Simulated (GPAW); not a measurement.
Runs of GPAW 26.7.0 on Bi. The structure is monoclinic, space group P2/m (No. 10). The conventional cell has a = 3.238 Å, b = 3.222 Å, c = 6.444 Å, α = 90.00°, β = 90.72°, γ = 90.00°. Bi (site symmetry m) has 6 Bi at 3.22 to 3.24 Å as nearest neighbours. This isn't the form of Bi at room conditions, which is rhombohedral.

```csv
task,level,potentials or basis,cell,k mesh,band path,band points,gap on the mesh (eV),pressure (GPa),largest force (eV/Å)
single point,PBEsol,"PAW data sets generated in the run's folder for this functional, pw",as given,8 × 8 × 4,-,-,none,-0.6,(a)
single point,PBEsol,"PAW data sets generated in the run's folder for this functional, pw","atoms moved at random, drawn with an rms of 0.05 Å",8 × 8 × 4,-,-,none,-0.5,0.05
band structure,PBEsol,"PAW data sets generated in the run's folder for this functional, pw",as given,6 × 6 × 3,"GYHCEM1AXH1,MDZ,YD",60,-,-0.2,0.08
band structure,LDA,"the program's PAW data sets (release 1.2.1) made for this functional, pw",as given,6 × 6 × 3,"GYHCEM1AXH1,MDZ,YD",60,-,-1.5,(b)
```

Alike in all rows: no spin polarisation; cutoff (eV) 600; smearing fermi-dirac 0.05 eV.

**Question.** Fill in the values left out.

**Answer.** (a) 0.01; (b) 0.09.

Caveats: spin-orbit coupling is left out, which moves the levels of the heavy elements.

A k mesh can miss the band edges, and the runs leave out spin-orbit coupling on Bi.

A gap of «none» marks a metal or a gap under the smearing width.
